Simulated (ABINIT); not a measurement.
Input of an ABINIT 10.8.3 (patched build) run:

Contents of run.abi:

```
# Datasets: one volume each
ndtset 7
getwfk -1
scalecart1 3*0.9795861087
scalecart2 3*0.9864848297
scalecart3 3*0.9932883884
scalecart4 3*1.0000000000
scalecart5 3*1.0066227096
scalecart6 3*1.0131594038
scalecart7 3*1.0196128224

# Pseudopotentials
pp_dirpath "./"
pseudos "Bi.GGA_PBE-JTH_sp.xml"

# Structure
acell 3*1.0
rprim
    -3.7443610401     3.7443610401     3.7443610401
     3.7443610401    -3.7443610401     3.7443610401
     3.7443610401     3.7443610401    -3.7443610401
ntypat 1
znucl 83
natom 1
typat 1
xred
     0.0000000000     0.0000000000     0.0000000000

# Plane-wave basis
ecut 408.170794 eV
pawecutdg 30.0

# k points
kptopt 1
ngkpt 9 9 9
nshiftk 1
shiftk 0.0 0.0 0.0

# Exchange and correlation
ixc 11

# Bands and occupations
nband 7
occopt 3
tsmear 0.05 eV

# SCF cycle
nstep 100
tolvrs 1.0e-9

# Output
iomode 3
prtwf 1
prtden 0
prteig 0
prtebands 0
enunit 1
```

Potentials or basis: JTH PAW PBE v2.0 sp.

Run with:

```bash
$ abinit run.abi > log 2>&1
```

(1) Estimate the equilibrium volume.

(2) Estimate the bulk modulus.

Results:

(1) 31.68 Å³/atom.

(2) 54 GPa.

Caveat: pressures at fixed basis lie under the slope of the energies; this set keeps more shells in the core, which shifts pressures and gaps.
